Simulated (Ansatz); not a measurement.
Runs of Ansatz 0.2.0 on HgTe. It takes space group I-4m2 (No. 119, tetragonal). The conventional cell has a = 6.091 Å, b = 6.091 Å, c = 3.119 Å, α = 90.00°, β = 90.00°, γ = 90.00°. Hg (site symmetry -4m2) is surrounded by 2 Hg at 3.12 Å and 4 Te at 3.14 Å. Te (site symmetry -4m2) has 2 Te at 3.12 Å and 4 Hg at 3.14 Å as nearest neighbours. Measurements of this composition are mostly on another form, of space group No. 216.

| task | level | potentials or basis | spin | cell | k mesh | cutoff (eV) | smearing | basis error allowed | mesh quality | gap on the mesh (eV) | pressure (GPa) |
| --- | --- | --- | --- | --- | --- | --- | --- | --- | --- | --- | --- |
| single point | B3LYP+D3(BJ) | all-electron PAW datasets made for the crystal | off | as given | 5 × 5 × 5 | 290 | fermi-dirac 0.05 eV | - | coarse | none | (a) |
| band structure | PBEsol | all-electron LAPW, scalar-relativistic | off | strain_xy = 0 | 10 × 10 × 10 | 207 | fermi-dirac 0.05 eV | 0.001 eV/atom | not flagged | - | -3.3 |
| single point | LDA | all-electron LAPW, scalar-relativistic | off | as given | 10 × 10 × 10 | 207 | gaussian 0.1 eV | 0.001 eV/atom | not flagged | none | -4.9 |
| single point | PBEsol | all-electron LAPW, scalar-relativistic | off | the cell as VASP's run set it | 10 × 10 × 10 | 207 | gaussian 0.1 eV | 0.001 eV/atom | not flagged | none | -3.3 |
| single point | LDA | all-electron LAPW, relativistic spinors | SOC, no magnetisation | as given | 7 × 7 × 7 | 207 | gaussian 0.05 eV | 0.001 eV/atom | coarse | none | -5.3 |
| single point | PBEsol | all-electron LAPW, scalar-relativistic | off | as given | 10 × 10 × 10 | 207 | gaussian 0.1 eV | 0.001 eV/atom | not flagged | none | -3.3 |
| single point | BLYP+D4 | all-electron LAPW, relativistic spinors | SOC, no magnetisation | as given | 7 × 7 × 7 | 207 | gaussian 0.05 eV | 0.001 eV/atom | coarse | none | -0.7 |

Q: Fill in the values left out.

A: (a) -2.4.

Caveats: some runs use coarse meshes; the k mesh is thin for a metal, which can move the energy by tens of meV per atom (some runs); pairwise dispersion overbinds metals, which lowers pressure and volume (some runs); spin-orbit coupling is left out, which moves the levels of the heavy elements (some runs).

A k mesh can miss the band edges, and rows without SOC leave out spin-orbit coupling on Hg, Te.

A gap of «none» marks a metal or a gap under the smearing width.

The runs don't all hold the same shells in valence.

Runs at the PBE level aren't shown here.
